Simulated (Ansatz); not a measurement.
# NbP (I4_1md) in Ansatz: reference runs

How does NbP come out in PBEsol? The cell is run as given and disturbed.

All numbers are computed with Ansatz 0.2.0; they aren't measurements. Logs are shortened: lines on timing, memory, paths and dates and some standing lists are left out, and cuts for length are marked.

### Step 1. Starting point

It takes space group I4_1md (No. 109, tetragonal). Conventional cell: a = 3.350 Å, b = 3.350 Å, c = 11.480 Å, α = 90.00°, β = 90.00°, γ = 90.00°. Nb (site symmetry 2mm) is surrounded by 6 P at 2.55 Å. P (site symmetry 2mm) has 6 Nb at 2.55 Å as nearest neighbours.

The cell is a database's computed one.

### Step 2. Single point, PBEsol

input.yaml

```yaml
crystal:
  lattice:
    - [-1.6749232544, 1.6749232544, 5.7401081759]
    - [1.6749232544, -1.6749232544, 5.7401081759]
    - [1.6749232544, 1.6749232544, -5.7401081759]
  atoms:
    - { symbol: Nb, position: [0.2498808, 0.7498808, 0.5] }
    - { symbol: Nb, position: [0.4998808, 0.4998808, 0.0] }
    - { symbol: P, position: [0.83274777, 0.33274777, 0.5] }
    - { symbol: P, position: [0.08274777, 0.08274777, 0.0] }
kpoints:
  mp_grid: { grid: [11, 11, 11] }
scf:
  occupations: { method: fermi_dirac, width: 0.05 }
hamiltonian:
  xc: pbesol
  pseudopotentials: { kind: all_electron, lapw: { basis_error: 0.001 } }
output:
  forces: true
  stress: true
  eigenvalues: true
  populations: true
```

Potentials or basis: all-electron LAPW, scalar-relativistic.

On the command line:

```
$ ansatz run input.yaml --threads 2 --pin off --max-ram 8192MiB --backend cpu --events-out ev --progress --plain --runs-dir out
```

Output:

```text
Warning: RAYON_NUM_THREADS=2 ignored (pool sized by the plan → 2); use --threads N
Nb: projections on atomic orbitals take those of the free atom 1s2 2s2 2p6 3s2 3p6 3d10 4s2 4p6 4d4 5s1, of charge +0.00 (hamiltonian.pseudopotentials.projection_atoms)
P: projections on atomic orbitals take those of the free atom 1s2 2s2 2p6 3s2 3p3, of charge +0.00 (hamiltonian.pseudopotentials.projection_atoms)
LAPW: plane waves up to 7.707 Å⁻¹, error target 1.0e-3 eV per atom; small_component_spin mean_spin; P in spheres of 1.135 Å, 13 of its electrons in bands, Dirac shells []; Nb in spheres of 1.412 Å, 29 of its electrons in bands, Dirac shells [] (how accurate: hamiltonian.pseudopotentials.lapw.basis_error, Limitations)
Engine: ansatz 0.2.0, aarch64-unknown-linux-gnu
Pseudopotentials: kind: all_electron
Pseudopotential: Nb, LAPW, valence charge 29, lapw/all_electron/scalar/gaussian/Nb, Koelling and Harmon's equation, gaussian nucleus
Pseudopotential: P, LAPW, valence charge 13, lapw/all_electron/scalar/gaussian/P, Koelling and Harmon's equation, gaussian nucleus
Functional definition: PBEsol
  exchange = pbesol_x
  correlation = pbesol_c
Crystal: 4 atoms, lattice volume = 64.412 Å³
Basis set: ecut = 226.32216081741737 eV, 487 PW (Γ), FFT grids on a1+a3, a2+a3, a3, exchange–correlation at level 2
Bands: 51, of which v1, the nominal top of the filled ones, is band 42 counted from 1 (41 counted from 0)
Symmetry: 8 space group operations
Space group: I41md (ITA 109), of the structure as read, at distance tolerance 4.0e-5 Å
k-points: 126 of 1331 (time reversal used)
Non-local potential: Nb, projectors of the file, none
Non-local potential: P, projectors of the file, none
Initial density: superposition of atomic densities (chi_scale 0.1, normalization cell, long waves kept (reshape's long-wave potential 0.00 eV rms))
Initial wavefunctions: plane waves of lowest kinetic energy (no species holds an atomic orbital)
Functional: x = pbesol(κ = 0.804, μ = 0.12345679012345678), c = pbesol(β = 0.046)
iter 1 solved again at ethr=4.74e-3 eV; its pass at ethr=1.00e-1 eV (dr2=3.98e0 eV) is discarded
SCF iter   1: F=—  HF=-226371.215014 eV  |F-HF|=—  |Δ(HF+E_count)|=         —  Δρ=6.42e-2  dr2=3.99e0  ethr=4.74e-3  ⟨swp⟩=2.0  Hψ=40604  notcnv=0
preconditioner: auto → Kerker (q_TF=auto, 2.852 Å⁻¹)  [metal: Δε(μ)=0.012 eV  Ē_g=8.880 eV  σ=0.050 eV  W_gap=0.06  n_scr=24 (ndim 8)  ℏωp=20.7 eV  f_vac=0.000  D(μ)=0.40/eV (n_scr^D=0)]
iter 2 solved again at ethr=2.05e-4 eV; its pass at ethr=4.74e-3 eV (dr2=1.72e-1 eV) is discarded
SCF iter   2: F=—  HF=-226368.934225 eV  |F-HF|=—  |Δ(HF+E_count)|=    2.28e0  Δρ=1.73e-2  dr2=1.72e-1  ethr=2.05e-4  ⟨swp⟩=2.0  Hψ=32313  notcnv=0
SCF iter   3: F=—  HF=-226368.902103 eV  |F-HF|=—  |Δ(HF+E_count)|=         —  Δρ=1.48e-2  dr2=1.75e-1  ethr=2.05e-4  ⟨swp⟩=2.0  Hψ=19032  notcnv=0
the basis was enlarged: its passes take 197.9 KiB over the memory plan, 2 of 2 planned eigensolver slots
SCF iter   4: F=—  HF=-226368.887426 eV  |F-HF|=—  |Δ(HF+E_count)|=   1.47e-2  Δρ=5.36e-3  dr2=2.26e-2  ethr=2.05e-4  ⟨swp⟩=2.0  Hψ=16862  notcnv=0
SCF iter   5: F=—  HF=-226368.882579 eV  |F-HF|=—  |Δ(HF+E_count)|=   4.85e-3  Δρ=1.53e-3  dr2=2.41e-3  ethr=2.69e-5  ⟨swp⟩=2.0  Hψ=18689  notcnv=0
SCF iter   6: F=—  HF=-226368.882527 eV  |F-HF|=—  |Δ(HF+E_count)|=   5.11e-5  Δρ=4.82e-4  dr2=2.38e-4  ethr=2.87e-6  ⟨swp⟩=2.0  Hψ=18690  notcnv=0
SCF iter   7: F=—  HF=-226368.882493 eV  |F-HF|=—  |Δ(HF+E_count)|=   3.44e-5  Δρ=1.26e-4  dr2=1.61e-5  ethr=2.84e-7  ⟨swp⟩=2.0  Hψ=18689  notcnv=0
SCF iter   8: F=—  HF=-226368.882488 eV  |F-HF|=—  |Δ(HF+E_count)|=   5.48e-6  Δρ=4.89e-5  dr2=2.20e-6  ethr=1.92e-8  ⟨swp⟩=2.0  Hψ=18689  notcnv=0
SCF iter   9: F=—  HF=-226368.882487 eV  |F-HF|=—  |Δ(HF+E_count)|=   6.75e-7  Δρ=1.63e-5  dr2=2.72e-7  ethr=2.62e-9  ⟨swp⟩=2.0  Hψ=18691  notcnv=0
SCF iter  10: F=-226368.882487 eV  HF=-226368.882487 eV  |F-HF|=1.88e-8  |Δ(HF+E_count)|=   7.92e-8  Δρ=4.16e-6  dr2=1.78e-8  ethr=3.24e-10  ⟨swp⟩=2.0  Hψ=18689  notcnv=0
SCF 1 converged in 10 iterations: F = -226368.882487 eV  dr2 = 1.78e-8
SCF converged after 10 iterations
Free energy (F): -226368.882487 eV
Harris-Foulkes:  -226368.882487 eV  (|F-HF|=1.88e-8)
Internal energy: -226368.876903 eV  (E = F + TS)
E sigma→0 (E₀):  -226368.879695 eV
Entropy (-TS):   -0.005584 eV (-1.396 meV/atom)
Fermi energy:    16.552721 eV
--- Per-component energies (eV) ---
  E_band       = -9353.913912
  E_kinetic    = 233590.790070
  E_xc         = -7598.322702
  E_electrostatic = -452361.344270  (all electrons and nuclei)
  E_smearing   = -0.005584  (= −TS)
  E_closure    = 0.000000  (closes the sum)
  E_atoms      = -226331.216448  (free atoms, spherical and without spin; not in F)
  Σ components = -226368.882487   (vs F -226368.882487, Δ=0.00e0)
  Basis errors (estimates in eV, not in F): energy 3.7e-4 per atom: plane waves 3.2e-4 (1.8e-4 summed), levels above the bands 1.3e-56, relativity 1.2e-8, radial functions 4.8e-5, core shells 1.8e-7; eigenvalues (radial functions only) 1.6e-6; not estimated: angular momenta, meshes, grids; target (lapw.basis_error) 1.0e-3; muffin-tin radii P 1.135 Å, Nb 1.412 Å
--- Forces (eV/Å), atoms counted from 1 ---
  atom   1  Nb    -0.00000000     0.00000000     0.01711947
  atom   2  Nb    -0.00000000     0.00000000     0.01711947
  atom   3  P      0.00000000     0.00000000    -0.01711842
  atom   4  P      0.00000000     0.00000000    -0.01711842
  max |Σ_I F_I| component: 2.10e-6 eV/Å
--- Stress (GPa, compression-positive) ---
       -6.306541      -0.000000      -0.000000
       -0.000000      -6.306541      -0.000000
       -0.000000      -0.000000      -6.533505
  P = ⅓ Tr σ = -6.3822 GPa (-63.822 kbar)
--- Band table (eV; the first three rows and the last of 126) ---
  k-point 0: bands = ["-326.4020", "-326.4020", "-326.3891", "-326.3891", "-326.3882", "-326.3882", "-176.2593", "-176.2593", "-176.2581", "-176.2581", "-176.2536", "-176.2536", "-176.2462", "-176.2462", "-176.2454", "-176.2454", "-151.1576", "-151.1576", "-101.9034", "-101.9033", "-101.8938", "-101.8938", "-101.8906", "-101.8906", "-38.2630", "-38.2256", "-14.5651", "-14.3622", "-14.3622", "-14.2187", "-14.2187", "-14.1794", "3.8587", "6.2737", "10.3855", "13.5289", "14.3337", "14.3337", "14.4082", "14.8302", "15.2110", "15.2110", "17.3875", "18.1539", "19.1970", "19.7005", "19.7005", "19.9525", "20.6249", "20.6249", "22.4280"]
  k-point 1: bands = ["-326.4020", "-326.4020", "-326.3891", "-326.3891", "-326.3882", "-326.3882", "-176.2593", "-176.2593", "-176.2581", "-176.2581", "-176.2536", "-176.2536", "-176.2462", "-176.2462", "-176.2454", "-176.2454", "-151.1576", "-151.1576", "-101.9034", "-101.9033", "-101.8938", "-101.8938", "-101.8906", "-101.8906", "-38.2595", "-38.2237", "-14.5538", "-14.3850", "-14.3792", "-14.2421", "-14.2356", "-14.1766", "4.0808", "6.3445", "10.5079", "13.2005", "14.1504", "14.1692", "14.2406", "14.6778", "15.2875", "15.4206", "17.0635", "17.6542", "19.2434", "19.2481", "20.0640", "20.2767", "20.5337", "21.1431", "23.0618"]
  k-point 2: bands = ["-326.4020", "-326.4020", "-326.3891", "-326.3891", "-326.3882", "-326.3882", "-176.2593", "-176.2593", "-176.2581", "-176.2581", "-176.2536", "-176.2536", "-176.2462", "-176.2462", "-176.2454", "-176.2454", "-151.1576", "-151.1576", "-101.9034", "-101.9033", "-101.8938", "-101.8938", "-101.8906", "-101.8906", "-38.2498", "-38.2186", "-14.5280", "-14.4432", "-14.4186", "-14.2953", "-14.2790", "-14.1791", "4.6795", "6.4846", "10.9376", "12.4158", "13.1211", "13.6685", "13.7924", "14.8454", "15.7002", "15.7990", "16.8050", "17.0085", "18.7277", "19.5858", "20.5847", "20.6182", "20.7328", "21.9511", "24.2949"]
  k-point 125: bands = ["-326.4020", "-326.4020", "-326.3891", "-326.3891", "-326.3882", "-326.3882", "-176.2593", "-176.2593", "-176.2581", "-176.2581", "-176.2536", "-176.2536", "-176.2462", "-176.2462", "-176.2454", "-176.2454", "-151.1576", "-151.1576", "-101.9034", "-101.9034", "-101.8938", "-101.8938", "-101.8906", "-101.8906", "-38.2433", "-38.2426", "-14.4089", "-14.3743", "-14.3680", "-14.3573", "-14.2281", "-14.2084", "4.9164", "4.9398", "12.4213", "12.5727", "13.4383", "13.7300", "13.8949", "14.3467", "15.6187", "16.1625", "17.4314", "18.2350", "18.5699", "18.9039", "20.0579", "20.1515", "20.8906", "21.5951", "23.3128"]
--- Löwdin populations: 4 sites ---
  site symbol       q [e]
     0     Nb     40.8694
     1     Nb     40.8694
     2      P     15.0098
     3      P     15.0098
  spilling = 0.002157 (of n_electrons = 112.000000)
```

Run time: 88 s. Hardware: 2 threads of Arm Neoverse V2, shared host; peak memory 0.81 GiB.

What came out:

| Item | Value |
| --- | --- |
| Free energy | -226368.8825 eV |
| Pressure | -6.4 GPa |
| Largest force | 0.017 eV/Å |
| Band gap on the k mesh | none (metal or under the smearing width) |

Forces in eV/Å, atoms in the order of the input:
```
Nb   0.000  0.000  0.017
Nb   0.000  0.000  0.017
P    0.000  0.000 -0.017
P    0.000  0.000 -0.017
```

Levels at points of the mesh, in eV from the Fermi level:
| k point | band 38 | band 39 | band 40 | band 41 | band 42 | band 43 | band 44 | band 45 | band 46 | band 47 |
| --- | --- | --- | --- | --- | --- | --- | --- | --- | --- | --- |
| (0.00, 0.00, 0.00) | -2.22 | -2.14 | -1.72 | -1.34 | -1.34 | 0.83 | 1.60 | 2.64 | 3.15 | 3.15 |

### Step 3. Single point, PBEsol (atoms moved at random, drawn with an rms of 0.05 Å)

input.yaml, as its differences from that of step 2:

```diff
@@ -6,6 +6,6 @@
   atoms:
-    - { symbol: Nb, position: [0.2498808, 0.7498808, 0.5] }
-    - { symbol: Nb, position: [0.4998808, 0.4998808, 0.0] }
-    - { symbol: P, position: [0.83274777, 0.33274777, 0.5] }
-    - { symbol: P, position: [0.08274777, 0.08274777, 0.0] }
+    - { symbol: Nb, position: [0.253561, 0.735582, 0.478283] }
+    - { symbol: Nb, position: [0.498191, 0.493121, -0.011483] }
+    - { symbol: P, position: [0.846944, 0.314082, 0.495379] }
+    - { symbol: P, position: [0.06652, 0.078287, -0.010049] }
 kpoints:
```

Potentials or basis: all-electron LAPW, scalar-relativistic.

On the command line:

```
$ ansatz run input.yaml --threads 2 --pin off --max-ram 8192MiB --backend cpu --events-out ev --progress --plain --runs-dir out
```

Run time: 8.5 min. Hardware: 2 threads of Arm Neoverse V2, shared host; peak memory 3.1 GiB.

It converged, with:

```
Free energy            : -226368.7731 eV
Pressure               : -5.8 GPa
Largest force          : 1.242 eV/Å
Band gap on the k mesh : none (metal or under the smearing width)
```

Forces on the atoms (eV/Å):
```
Nb   0.280  0.383 -1.087
Nb   0.126 -0.028 -0.282
P    0.050 -0.678  0.260
P   -0.455  0.324  1.109
```

Stress tensor (GPa, compression positive):
```
-5.29 -0.03  0.09
-0.03 -4.11  0.21
 0.09  0.21 -7.90
```

Levels at points of the mesh, in eV from the Fermi level:
```
           k point  band 40  band 41  band 42  band 43  band 44  band 45
(0.00, 0.00, 0.00)    -1.77    -1.36    -1.24     0.75     1.46     2.79
```
